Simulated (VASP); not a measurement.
Crystal: BaTe.

```
CELL_PARAMETERS angstrom
6.82000 0.00000 0.00000
0.00000 6.82000 0.00000
0.00000 0.00000 6.82000
ATOMIC_POSITIONS crystal
Ba 0.00000 0.00000 0.00000
Ba 0.00000 0.50000 0.50000
Ba 0.50000 0.00000 0.50000
Ba 0.50000 0.50000 0.00000
Te 0.50000 0.00000 0.00000
Te 0.00000 0.50000 0.00000
Te 0.00000 0.00000 0.50000
Te 0.50000 0.50000 0.50000
```

* Program: VASP 6.6.1
* Task: relaxation of cell and atoms
* Functional: RPBE
* Potentials or basis: VASP PAW PBE potentials, release 54 (Ba_sv, Te)
* Cutoff: 600 eV
* k mesh: 4 × 4 × 4
* Occupations: tetrahedron
* Spin: no spin polarisation

At the start: pressure 5.6 GPa; volume 39.65 Å³/atom.

Problem. How do energy, volume and symmetry change on relaxing?

Solution. Over 3 steps the energy falls by 104.7 meV/atom and the volume is 46.44 Å³/atom (+17.1 %); space group Fm-3m (No. 225, to 0.05 Å).

Step by step:
| step | energy change (eV) | largest force (eV/Å) | pressure (GPa) | volume (Å³) |
| --- | --- | --- | --- | --- |
| 1 | 0.0000 | 0.0000 | 5.64 | 317.21 |
| 2 | -0.8005 | 0.0000 | -0.83 | 385.74 |
| 3 | -0.8372 | 0.0000 | 0.04 | 371.53 |

Final structure:
```
Ba Te
1.0
     7.18894    0.00000    0.00000
     0.00000    7.18894    0.00000
     0.00000    0.00000    7.18894
Ba Te
4 4
Direct
  0.00000 0.00000 0.00000
  0.00000 0.50000 0.50000
  0.50000 0.00000 0.50000
  0.50000 0.50000 0.00000
  0.50000 0.00000 0.00000
  0.00000 0.50000 0.00000
  0.00000 0.00000 0.50000
  0.50000 0.50000 0.50000
```

Caveat: the volume moved by over 15 % at a fixed basis, so the end points are rough; the PAW data sets were made with another functional, which shifts forces and pressure a little; the volume moved by +17 % from the deposited cell, more than functionals usually miss.
